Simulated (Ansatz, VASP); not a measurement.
AlP: VASP beside Ansatz

```xyz
2
Lattice="0.0000 -2.7534 -2.7534 2.7534 0.0000 -2.7534 2.7534 -2.7534 0.0000" Properties=species:S:1:pos:R:3 pbc="T T T"
Al    0.0000    0.0000    0.0000
P     4.1301   -4.1301   -4.1301
```

Alike in both runs: functional PBE; k mesh 8 × 8 × 8; occupations gaussian, width 0.02 eV; no spin polarisation.

Ansatz relaxed the structure, and its values are those at the end. VASP's run is a single point on that final structure, the one shown.

```csv
,VASP,Ansatz
version,VASP 6.6.1,Ansatz 0.2.0
potentials or method,"VASP PAW PBE potentials, release 64 (Al, P)","scalar-relativistic, plane waves, PAW"
plane-wave cutoff (eV),520,420
valence electrons in the cell,8,8
```

```csv
,VASP,Ansatz,Ansatz less VASP
gap on the k mesh at the Fermi level (eV),1.63,1.63,+0.002
least direct gap on the mesh (eV),3.09,3.09,+0.002
pressure (GPa),-0.1,0.0,+0.11
```

The functional is the same, so the differences come from potentials, cutoffs and numerics.

A k mesh can miss the band edges. As with any semilocal functional, this PBE gap is likely too small.
